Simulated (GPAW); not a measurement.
Something may be wrong with this GPAW 26.7.0 calculation of PtSe2 (Sudovikovite).

run.py

```python
from ase.dft.bandgap import bandgap
from ase.io import read, write
from ase.units import GPa
from gpaw import GPAW, PW

atoms = read('PtSe2.xyz')

calc = GPAW(mode=PW(600),
            xc='PBE',
            kpts={'size': (6, 6, 4), 'gamma': True},
            occupations={'name': 'fermi-dirac', 'width': 0.05},
            nbands=26,
            convergence={'density': 1e-05, 'forces': 0.0001},
            mixer={'backend': 'pulay', 'beta': 0.9, 'nmaxold': 1, 'weight': 1.0},
            maxiter=80,
            txt='gpaw.txt')
atoms.calc = calc
energy = atoms.get_potential_energy()
forces = atoms.get_forces()
stress = atoms.get_stress()
calc.write('gs.gpw')
write('result.traj', atoms)
print(f'Energy: {energy:.6f} eV')
print('Forces (eV/A):')
print(forces.round(4))
print('Stress (GPa):', (stress / GPa).round(3))
print('Fermi level:', round(calc.get_fermi_level(), 4), 'eV')
print(f'Gap: {bandgap(calc)[0]:.4f} eV, direct: {bandgap(calc, direct=True)[0]:.4f} eV')
```

File PtSe2.xyz:

```xyz
3
Lattice="3.7240000000 0.0000000000 0.0000000000 -1.8620000000 3.2250786037 0.0000000000 0.0000000000 0.0000000000 5.0620000000" Properties=species:S:1:pos:R:3 pbc="T T T"
Pt     0.0000000000      0.0000000000      0.0000000000
Se     1.8620000002      1.0750262011      3.7965000000
Se    -0.0000000002      2.1500524026      1.2655000000
```

Potentials or basis: GPAW PAW data sets (gpaw-data 1.2.1), pw.

Command:

```sh
$ OMP_NUM_THREADS=1 python run.py
```

gpaw.txt:

```text
__  _  _
 | _ |_)|_||  |
 |__||  | ||/\| - 26.7.0

Input parameters:
  mode=PW(ecut=600.0),
  convergence={'density': 1e-05, 'forces': 0.0001},
  kpts=MonkhorstPack(size=(6, 6, 4), gamma=True),
  maxiter=80,
  mixer=Pulay(name='pulay', nmaxold=1, beta=0.9, weight=1.0, sigma=0.015, g_ss=None),
  nbands=26,
  occupations=Occupations(name='fermi-dirac', width=0.05),
  xc=XC(name='PBE')

Diagonalizing LCAO Hamiltonian
Converting LCAO to pw mode

            Se

        Se

       Pt

Atoms  # Å, Bohr magnetons
|   | symbol |         x |        y |        z |    initial magnetic moments |
|---|--------|-----------|----------|----------|-----------------------------|
| 0 |     Pt |  0.000000 | 0.000000 | 0.000000 | ( 0.0000,  0.0000,  0.0000) |
| 1 |     Se |  1.862000 | 1.075026 | 3.796500 | ( 0.0000,  0.0000,  0.0000) |
[... 133 lines left out ...]
  No metric

occupation numbers:
  Fermi-Dirac:
    width: 0.0500  # eV

poisson solver:
  ecut: 4800.0  # eV

xc functional:
  name: PBE with 2 nearest neighbor stencil

convergence criteria:
- Maximum integral of absolute [dens]ity change: 1e-05 electrons / valence electron
- Maximum change in the atomic [forces] across last 2 cycles: 0.0001 eV/Ang OR
Maximum error relative to the maximum force is below inf
- Maximum [total energy] change in last 3 cyles: 0.0005 eV / valence electron
- Maximum integral of absolute [eigenst]ate change: 4e-08 eV^2 / valence electron
maximum number of iterations: 80

SCF iterations
|iter     | |      energy | eigst |  dens |force |
|---------|-|-------------|-------|-------|------|
|iter:   1| |  -15.363600 | +0.15 |       |      |
|iter:   2| |  -22.631416 | -0.46 | -1.13 |      |
|iter:   3| |  -85.561173 | -0.09 | -0.80 |      |
|iter:   4| | -540.824961 | +1.56 | -0.24 |      |
|iter:   5| | -957.463876 | +2.43 | -0.00 |      |
|iter:   6| |-2399.915794 | +3.93 | +0.22 |      |
|iter:   7| | -934.708350 | +2.61 | +0.23 |      |
|iter:   8| |-2240.042351 | +3.80 | +0.22 |      |
|iter:   9| |-1160.067990 | +2.67 | +0.22 |      |
|iter:  10| |-2143.958702 | +3.82 | +0.22 |      |
[... 60 further cycles ...]
|iter:  71| |-1102.530985 | +2.67 | +0.22 |      |
|iter:  72| |-2150.220039 | +3.81 | +0.22 |      |
|iter:  73| |-1095.011993 | +2.68 | +0.22 |      |
|iter:  74| |-2169.553131 | +3.81 | +0.22 |      |
|iter:  75| |-1113.562171 | +2.67 | +0.22 |      |
|iter:  76| |-2150.429730 | +3.81 | +0.22 |      |
|iter:  77| |-1100.406277 | +2.68 | +0.22 |      |
|iter:  78| |-2175.265551 | +3.81 | +0.22 |      |
|iter:  79| |-1124.659196 | +2.68 | +0.22 |      |
|iter:  80| |-2149.396442 | +3.81 | +0.22 |      |
```

On the terminal:

```text
gpaw.KohnShamConvergenceError
```

Task: What happened, and what is wrong with the input?

Result: The calculation stopped without meeting its thresholds. The input holds a flaw that was put in on purpose: density mixing far too strong (mixer = backend pulay, beta 0.9, nmaxold 1, weight 1.0).
